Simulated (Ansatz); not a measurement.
Write the native input for Ansatz 0.2.0 that does the following.

```
Task                  : relaxation of cell and atoms
Functional            : PBEsol
Potentials or basis   : Ansatz PAW
Cutoff                : 420 eV (not typed: the program's choice for these potentials)
k mesh                : 5 × 5 × 5
Occupations           : fermi-dirac, width 0.05 eV
Spin                  : no spin polarisation
Target pressure       : 5 GPa
Target pressure (GPa) : 5
```

Nb3Sn:

```xyz
8
Lattice="5.2821 0.0000 0.0000 0.0000 5.2821 0.0000 0.0000 0.0000 5.2821" Properties=species:S:1:pos:R:3 pbc="T T T"
Sn    2.6410    2.6410    2.6410
Sn    0.0000    0.0000    0.0000
Nb    0.0000    2.6410    1.3205
Nb    0.0000    2.6410    3.9616
Nb    2.6410    1.3205    0.0000
Nb    3.9616    0.0000    2.6410
Nb    2.6410    3.9616    0.0000
Nb    1.3205    0.0000    2.6410
```

The input as run:

input.yaml

```yaml
crystal:
  lattice:
    - [5.2821, 0.0, 0.0]
    - [0.0, 5.2821, 0.0]
    - [0.0, 0.0, 5.2821]
  atoms:
    - { symbol: Sn, position: [0.5, 0.5, 0.5] }
    - { symbol: Sn, position: [0.0, 0.0, 0.0] }
    - { symbol: Nb, position: [0.0, 0.5, 0.25] }
    - { symbol: Nb, position: [0.0, 0.5, 0.75] }
    - { symbol: Nb, position: [0.5, 0.25, 0.0] }
    - { symbol: Nb, position: [0.75, 0.0, 0.5] }
    - { symbol: Nb, position: [0.5, 0.75, 0.0] }
    - { symbol: Nb, position: [0.25, 0.0, 0.5] }
hamiltonian:
  xc: pbesol
  pseudopotentials: { kind: paw }
kpoints:
  mp_grid: { grid: [5, 5, 5] }
scf:
  occupations: { method: fermi_dirac, width: 0.05 }
output:
  forces: true
  stress: true
  eigenvalues: true
relax:
  f_tol: 0.01
  max_steps: 40
  cell: { stress_tol: 0.05, p_target: 5.0 }
```

Potentials or basis: Ansatz PAW.

Run with:

```sh
$ ansatz run input.yaml --threads 4 --pin off --max-ram 11264MiB --backend cpu --events-out ev --progress --plain --runs-dir out
```

Results of the run:

The relaxed volume is 17.71 Å³/atom, the relaxed cell is a = 5.213 Å, b = 5.213 Å, c = 5.213 Å, α = 90.00°, β = 90.00°, γ = 90.00° and the space group after relaxing (to 0.05 Å) is Pm-3n (No. 223). The energy change on relaxing (the enthalpy is what falls) is +5.7 meV/atom and the ionic steps are 5. The pressure after relaxing is 5.0 GPa and the band gap on the k mesh is none (metal or under the smearing width).

Caveat: the plane-wave basis is chosen anew once the cell has moved, so the energies of steps on either side of that aren't comparable; the PAW data sets come from PBE, with cores solved anew for the run's functional, which leaves a small shift of forces and pressure.

Run time: 9.2 s on 4 threads of Arm Neoverse V2, on a shared host, peak memory 0.57 GiB.
